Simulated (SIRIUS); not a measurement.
A run of SIRIUS 7.10.0 is set up as follows.

The input sirius.json:

```json
{
  "control": {
    "processing_unit": "cpu",
    "verbosity": 2,
    "num_bands_to_print": 21,
    "print_forces": true,
    "print_stress": true
  },
  "parameters": {
    "electronic_structure_method": "pseudopotential",
    "xc_functionals": ["XC_GGA_X_PBE_SOL", "XC_GGA_C_PBE_SOL"],
    "gk_cutoff": 9.0,
    "pw_cutoff": 18.0,
    "ngridk": [10, 10, 10],
    "shiftk": [0, 0, 0],
    "smearing": "fermi_dirac",
    "smearing_width": 0.0018374661,
    "num_bands": 21,
    "num_mag_dims": 0,
    "num_dft_iter": 100,
    "energy_tol": 1e-08,
    "density_tol": 1e-06
  },
  "iterative_solver": {
    "type": "davidson",
    "min_tolerance": 1e-09,
    "tolerance_scale": [0.1, 0.25]
  },
  "mixer": {
    "type": "anderson",
    "beta": 0.7,
    "max_history": 8
  },
  "settings": {
    "tol_ne": 1e-10,
    "pseudo_grid_cutoff": 6.5
  },
  "unit_cell": {
    "lattice_vectors": [
      [0.246301305837, 0.142202125224, 0.958704449935],
      [-0.246301305837, 0.142202125224, 0.958704449935],
      [0.0, -0.284404250447, 0.958704449935]
    ],
    "lattice_vectors_scale": 12.122417568,
    "atom_coordinate_units": "lattice",
    "atom_types": ["Mo", "S"],
    "atom_files": {
      "S": "S.json",
      "Mo": "Mo.json"
    },
    "atoms": {
      "Mo": [
        [0.0, 0.0, 0.0]
      ],
      "S": [
        [0.417, 0.417, 0.417],
        [0.25, 0.25, 0.25]
      ]
    }
  }
}
```

Potentials or basis: PseudoDojo 0.4.1 PBEsol standard (scalar relativistic).

Command:

```sh
$ upf_to_json S.upf
$ upf_to_json Mo.upf
$ OMP_NUM_THREADS=1 sirius.scf --input=sirius.json --output=out.json --task=0
```

Question: Estimate the largest force.

Answer: 0.269 eV/Å.

Question: Predict the band gap on the k mesh.

Answer: 0.91 eV.

Question: What does it give for the pressure?

Answer: 0.4 GPa.

Forces on the atoms (eV/Å):
```
Mo   0.000  0.000  0.086
S    0.000  0.000  0.182
S    0.000  0.000 -0.269
```

A k mesh can miss the band edges. Expect the measured gap to be larger: semilocal functionals such as PBEsol lack the derivative discontinuity.
